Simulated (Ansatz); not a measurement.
Reaction (ligand exchange at a B–C bond): `BC1OC1=C` + acetic acid → `BOC(C)=O` + `C=C1CO1`

Computed with Ansatz on PBE0-D4/def2-TZVP structures; ΔE is electronic, products minus reactants. CCSD(T)/CBS adds triple-zeta CCSD(T) − MP2 to the extrapolated MP2 energy (def2 sets, frozen cores). DFT in def2-TZVPP. Each species was taken in one conformer, which may not be the lowest.

`BC1OC1=C`:

Cartesian coordinates in Å:
```
B -1.687 -0.105 0.390
C -0.401 -0.894 0.130
O 0.153 -0.881 -1.259
C 0.693 -0.069 -0.364
C 1.627 0.847 -0.232
H -2.133 -0.077 1.498
H -2.186 0.520 -0.495
H -0.102 -1.784 0.676
H 2.271 1.101 -1.063
H 1.766 1.340 0.719
```

`CC(=O)O`:

Z-matrix (Å, degrees):
```
C
C 1 1.495
H 1 1.092 2 109.8
H 1 1.092 2 109.8 3 117.7
H 1 1.087 2 109.6 3 -121.2
O 2 1.200 1 126.0 3 121.1
O 2 1.346 1 111.6 3 -58.9
H 7 0.968 2 106.4 1 180.0
```

`BOC(C)=O`:

Cartesian coordinates in Å:
```
B -1.927 -0.401 -0.433
O -0.647 -0.616 -0.013
C 0.397 0.206 -0.377
C 1.479 0.178 0.650
O 0.409 0.810 -1.403
H -2.712 -1.253 -0.145
H -2.212 0.602 -1.012
H 1.082 0.499 1.615
H 2.298 0.824 0.343
H 1.832 -0.848 0.775
```

`C=C1CO1`:

Z-matrix (Å, degrees):
```
C
C 1 1.429
O 1 1.464 2 55.4
H 1 1.086 2 120.2 3 100.1
H 1 1.086 2 120.2 3 -100.2
C 2 1.314 1 156.7 3 -180.0
H 6 1.082 2 120.9 1 180.0
H 6 1.080 2 119.8 1 -0.0
```

```csv
species,PBE0-D4 energy (Eh)
`BC1OC1=C`,-217.12531
`CC(=O)O`,-228.93656
`BOC(C)=O`,-254.36975
`C=C1CO1`,-191.72402
```

(1) Work out ΔE.

Largest T1 diagnostic among the species: 0.015.

## Answers

(1) ΔE = (-254.36975) + (-191.72402) − (-217.12531) − (-228.93656) = -0.03190 Eh = -83.8 kJ/mol. CCSD(T)/CBS gives -91.8 kJ/mol.

From PBE to PBE0 (25 % exact exchange), in def2-TZVPP and without D4, ΔE moves by −3.9 kJ/mol. In def2-TZVPP, CCSD(T) changes the Hartree–Fock value by +9.9 kJ/mol (the triples alone add +1.7 kJ/mol) and MP2 by +12.5 kJ/mol.
